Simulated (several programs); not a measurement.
# Many methods on one cell: GaN (F-43m)

A 2-atom cell of GaN (F-43m) from a materials database, relaxed with r2SCAN in Ansatz, was computed with several methods. Space group F-43m (No. 216), cubic; a = 4.498 Å in the conventional setting, 11.37 Å³ an atom. Ga is surrounded by 4 N at 1.95 Å; N is surrounded by 4 Ga at 1.95 Å. No spin polarisation and no zero-point or thermal motion.

```
Ga N
1.0
     0.00000    2.24895    2.24895
     2.24895    0.00000    2.24895
     2.24895    2.24895    0.00000
Ga N
1 1
Direct
  0.00000 0.00000 0.00000
  0.75000 0.75000 0.75000
```

Gaps and times are for a single point on this cell; volume and bulk modulus come from each method's own relaxation or energy curve at fixed shape. Times are rough, from shared hosts (Arm Neoverse V1; Arm Neoverse V2; Intel Xeon Platinum 8259CL CPU @ 2.50GHz), and each method has its own mesh and cell size. PM6 (MOPAC), PM7 (MOPAC), GFN1-xTB (tblite), GFN2-xTB (tblite) treat a cluster of cells at its zone centre, which samples few k points: where these miss a band edge, the gap comes out too large for that reason alone. Gaps from k meshes are read at a limited set of points (mesh, symmetry points, PBE's band edges), so each method's own least gap may be somewhat smaller. Force fields have no electrons; where one was fitted to this phase, its volume and modulus reflect the fit. xTB and the PM methods were fitted mostly to molecules, and can miss a solid's gap by electronvolts. Minimal bases can be far off for gaps. Times of the plane-wave ladder aren't listed, since it ran on unlike processors and cards. GLLB-SC's gap includes the derivative discontinuity. G0W0 is at finite bands, cutoff and mesh. d marks a direct gap, i an indirect one (no mark: not told apart), a dash a value that wasn't computed or didn't pass its checks.

```tsv
method	kind	gap (eV)	own volume (Å³/atom)	bulk modulus (GPa)	atoms computed	processor time
PBEsol	semilocal	–	11.38	–	2	–
GaN.sw (LAMMPS)	force field	–	11.48	206	2	0.11 s
GaN.tersoff (LAMMPS)	force field	–	11.38	208	2	0.12 s
light PBE (260 eV and a coarse mesh)	light plane-wave	1.24 d	–	–	2	0.62 s
PBE	semilocal	1.76 d	11.76	172	2	–
LDA	semilocal	1.77 d	11.05	–	2	–
PM7 (MOPAC)	semi-empirical	2.90	11.34	370	cluster	3 s
PM6 (MOPAC)	semi-empirical	4.90	–	–	cluster	3.1 s
GLLB-SC (GPAW)	model potential	2.58	–	–	2	3.9 s
PBE/single zeta (GPAW)	small basis	2.07 d	–	–	2	4.3 s
r2SCAN	semilocal	2.17 d	11.37	197	2	–
GFN1-xTB (tblite)	tight binding	1.48	–	–	cluster	6.3 s
GFN2-xTB (tblite)	tight binding	1.93	10.93	134	cluster	7.4 s
PBE+SOC	semilocal	1.75 d	–	–	2	–
PBE/SZV (CP2K)	small basis	1.94 d	12.19	164	2	10 s
G0W0@PBE (300 eV screening cutoff)	many-body	2.84	–	–	2	–
LC-ωPBE	hybrid	8.30 d	–	–	2	–
G0W0@r2SCAN (220 eV screening cutoff)	many-body	3.09	–	–	2	–
PBE/DZVP (CP2K)	small basis	1.74 d	11.91	168	2	35 s
PBE0	hybrid	3.70 d	–	–	2	–
G0W0@LDA (140 eV screening cutoff)	many-body	2.91	–	–	2	–
HSE06	hybrid	3.01 d	11.37	–	2	–
r2SCAN0	hybrid	3.99 d	–	–	2	–
G0W0@HSE06 (220 eV screening cutoff)	many-body	3.46	–	–	2	–
DDH-PBE0	hybrid	3.05 d	–	–	2	–
G0W0@PBE0 (220 eV screening cutoff)	many-body	3.65	–	–	2	–
HSE06+SOC	hybrid	3.00 d	–	–	2	–
```

Against HSE06 (3.01 eV) and with closed or daggered gaps left aside, the nearest gap at the points sampled is that of HSE06+SOC (-0.01 eV) and the farthest that of LC-ωPBE (+5.29 eV). HSE06 is only a yardstick of convenience, and nearness to it can be luck.

Volumes against r2SCAN's: PBEsol 0.0 %, GaN.sw (LAMMPS) +1.0 %, GaN.tersoff (LAMMPS) 0.0 %, PBE +3.4 %, LDA -2.8 %, PM7 (MOPAC) -0.3 %, GFN2-xTB (tblite) -3.9 %, PBE/SZV (CP2K) +7.2 %, PBE/DZVP (CP2K) +4.7 %, HSE06 0.0 %.

Only the rows marked +SOC include spin-orbit coupling.
